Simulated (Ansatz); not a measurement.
## Molecular dynamics of WC

Input file:

```yaml
accuracy: low
crystal:
  lattice:
    - [-2.84777, -4.932482, 0.0]
    - [4.271655, -2.466241, 0.0]
    - [0.0, 0.0, 5.59454]
  atoms:
    - { symbol: W, position: [0.75, 0.5, 0.0] }
    - { symbol: C, position: [0.5, 0.6666667, 0.25] }
    - { symbol: W, position: [0.75, 0.5, 0.5] }
    - { symbol: C, position: [0.5, 0.6666667, 0.75] }
    - { symbol: W, position: [0.5, 0.0, 0.0] }
    - { symbol: C, position: [0.25, 0.1666667, 0.25] }
    - { symbol: W, position: [0.5, 0.0, 0.5] }
    - { symbol: C, position: [0.25, 0.1666667, 0.75] }
    - { symbol: W, position: [0.25, 0.5, 0.0] }
    - { symbol: C, position: [0.0, 0.6666667, 0.25] }
    - { symbol: W, position: [0.25, 0.5, 0.5] }
    - { symbol: C, position: [0.0, 0.6666667, 0.75] }
    - { symbol: W, position: [0.0, 0.0, 0.0] }
    - { symbol: C, position: [0.75, 0.1666667, 0.25] }
    - { symbol: W, position: [0.0, 0.0, 0.5] }
    - { symbol: C, position: [0.75, 0.1666667, 0.75] }
basis:
  ecutwfc: 420.0
kpoints:
  mp_grid: { grid: [2, 2, 2] }
hamiltonian:
  xc: pbe
  pseudopotentials: { kind: paw, azcp: { folder: soft_1 } }
scf:
  occupations: { method: fermi_dirac, width: 0.17 }
  lower_state_search: "off"
md:
  timestep: 1.5
  n_steps: 160
  ensemble: nvt_langevin
  temperature: 2000.0
  initial_velocities: maxwell_boltzmann
  seed: 988397
  friction: 0.02
```

Launched with:

```bash
$ ansatz run input.yaml --threads 1 --pin off --max-ram 3072MiB --backend cpu --events-out ev --progress --plain --runs-dir out
```

It starts from an unrelaxed structure (largest force component 0.06 eV/Å).

Output, in part (step lines):

```
md step     0: t =     0.00 fs  T =  1875.0 K  F+E_penalty+E_count = -85095.59264156 eV  E_kin = 3.877800 eV  (9 SCF iters)
md step     1: t =     1.50 fs  T =  1675.0 K  F+E_penalty+E_count = -85095.51031932 eV  E_kin = 3.464194 eV  (8 SCF iters)
md step     2: t =     3.00 fs  T =  1568.3 K  F+E_penalty+E_count = -85095.29380525 eV  E_kin = 3.243446 eV  (8 SCF iters)
md step     3: t =     4.50 fs  T =  1609.6 K  F+E_penalty+E_count = -85094.96857274 eV  E_kin = 3.328997 eV  (8 SCF iters)
md step     4: t =     6.00 fs  T =  1560.2 K  F+E_penalty+E_count = -85094.56190806 eV  E_kin = 3.226805 eV  (7 SCF iters)
md step     5: t =     7.50 fs  T =  1343.9 K  F+E_penalty+E_count = -85094.12550616 eV  E_kin = 2.779440 eV  (6 SCF iters)
md step     6: t =     9.00 fs  T =  1429.4 K  F+E_penalty+E_count = -85093.69589216 eV  E_kin = 2.956186 eV  (7 SCF iters)
md step     7: t =    10.50 fs  T =  1321.3 K  F+E_penalty+E_count = -85093.28093658 eV  E_kin = 2.732742 eV  (6 SCF iters)
[... lines left out ...]
md step   159: t =   238.50 fs  T =  2412.8 K  F+E_penalty+E_count = -85091.31269440 eV  E_kin = 4.989973 eV  (7 SCF iters)
md step   160: t =   240.00 fs  T =  2420.6 K  F+E_penalty+E_count = -85091.29136850 eV  E_kin = 5.006086 eV  (7 SCF iters)
```

The steps, from the saved trajectory:

| time (fs) | T (K) | potential energy less start (eV) |
| --- | --- | --- |
| 0.0 | 1875 | 0.000 |
| 7.5 | 1344 | 1.467 |
| 15.0 | 1127 | 2.973 |
| 22.5 | 1599 | 2.562 |
| 30.0 | 1336 | 3.433 |
| 37.5 | 1507 | 3.415 |
| 45.0 | 1845 | 2.836 |
| 52.5 | 1777 | 3.784 |
| 60.0 | 1660 | 4.119 |
| 67.5 | 1814 | 3.745 |
| 75.0 | 1202 | 3.912 |
| 82.5 | 1541 | 4.221 |
| 90.0 | 2123 | 4.095 |
| 97.5 | 2897 | 3.072 |
| 105.0 | 1480 | 4.834 |
| 112.5 | 1868 | 3.895 |
| 120.0 | 1996 | 2.996 |
| 127.5 | 1575 | 3.858 |
| 135.0 | 1938 | 3.075 |
| 142.5 | 2174 | 3.148 |
| 150.0 | 1746 | 3.660 |
| 157.5 | 2014 | 2.698 |
| 165.0 | 1853 | 3.015 |
| 172.5 | 1582 | 4.128 |
| 180.0 | 2155 | 3.626 |
| 187.5 | 2348 | 3.256 |
| 195.0 | 1529 | 4.641 |
| 202.5 | 2530 | 3.227 |
| 210.0 | 2345 | 4.380 |
| 217.5 | 2046 | 5.011 |
| 225.0 | 2128 | 3.449 |
| 232.5 | 1873 | 3.790 |
| 240.0 | 2421 | 4.301 |

The run went to its last step. A run of 0.24 ps of so small a system gives no equilibrium averages. Limits of this set-up: coarse k mesh, low accuracy level.

Mean squared displacements from the first frame to the last, about the centre of mass: W 0.01 Å², C 0.03 Å².

Last frame:

```xyz
16
Lattice="-2.8478 -4.9325 0.0000 4.2717 -2.4662 0.0000 0.0000 0.0000 5.5945" Properties=species:S:1:pos:R:3
W 0.128 -4.956 -0.114
C 1.551 -4.098 1.401
W 0.058 -4.946 2.629
C 1.632 -4.079 3.995
W -1.387 -2.381 -0.098
C 0.209 -1.726 0.992
W -1.409 -2.457 2.719
C 0.138 -1.721 4.109
W 1.677 -2.574 -0.174
C 3.118 -1.562 1.114
W 1.497 -2.527 2.621
C 2.999 -1.796 4.020
W 0.076 -0.046 -0.295
C -1.362 -4.204 1.123
W 0.099 -0.095 2.623
C -1.375 -4.069 4.213
```

The run took 15 min on 1 thread of Arm Neoverse V2, on a shared host, peak memory 0.55 GiB.
